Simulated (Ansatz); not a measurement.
# Scan of one atom of the cell for CoPt (CuAu type, space group P4/mmm)

CoPt (CuAu type, space group P4/mmm)

```xyz
2
Lattice="2.6763 0.0000 0.0000 0.0000 2.6763 0.0000 0.0000 0.0000 3.7275" Properties=species:S:1:pos:R:3 pbc="T T T"
Co     1.3382     1.3382     1.8638
Pt     0.0000     0.0000     0.0000
```

Scan: atom 2 (Pt, nearest neighbour Co at 2.656 Å; its periodic images, 2.7 Å or more away, move with it) is displaced along Cartesian [110], direction (0.707, 0.707, 0.000) in Cartesian axes, by s. The other atoms stay.

Calculation: r2SCAN (plane waves to 500 eV, PAW, scalar-relativistic; Ansatz, an electronic-structure program). k mesh 14×14×10 (Γ-centred), Fermi-Dirac smearing 0.05 eV. The energy includes the smearing's −TS. Stress and pressure are positive under compression. With partly filled bands, energies and forces of such displacements shift with the k mesh and the smearing. F∥ is the force on the atom along that direction. On this mesh the relaxed cell isn't quite at rest: it carries a pressure of -0.2 GPa (compression positive) at the zero of the scan. CoPt was relaxed with its symmetry unable to fall. Relaxed CoPt ends ferromagnetic. Spin-orbit coupling is left out, though Pt is heavy. Other magnetic orders were not checked, so this need not be the ground state. ΔE is measured from the undisplaced structure.

```
s (Å)   ΔE (meV/cell)  F∥ (eV/Å)  moment (μB/cell)  P (GPa)
------  -------------  ---------  ----------------  -------
-0.530            659      2.735              2.50     17.1
-0.424            405      2.059              2.48     10.7
-0.318            220      1.461              2.46      5.8
-0.212             94      0.912              2.44      2.4
-0.106             23      0.441              2.43      0.4
0.000               0      0.000              2.43     -0.2
0.106              23     -0.441              2.43      0.4
0.212              94     -0.912              2.44      2.4
0.318             220     -1.461              2.46      5.8
0.424             405     -2.059              2.48     10.7
0.530             659     -2.735              2.50     17.1
```

What the scan shows:

- Energy at s = 0.530 Å: 659 meV/cell
- Force along the line at s = -0.530 Å: 2.73 eV/Å
- Symmetry of the curve: even: the same for both signs
- Shape of the curve: a single well with its minimum at or next to zero displacement
- Force constant k = d²E/ds² at s = 0 (finite differences): 4.11 eV/Å²
- Harmonic estimate at the end of the scan: ½ks² = 578 meV/cell against the computed 659 meV/cell, so the well is stiffer than harmonic there
- Zone-centre optical wavenumber from k: 157 cm⁻¹

The 11 points together took roughly 18 core-minutes.

(For displaced atoms, the force is minus the slope of the energy, and its curvature is a force constant, which sets phonon frequencies.)
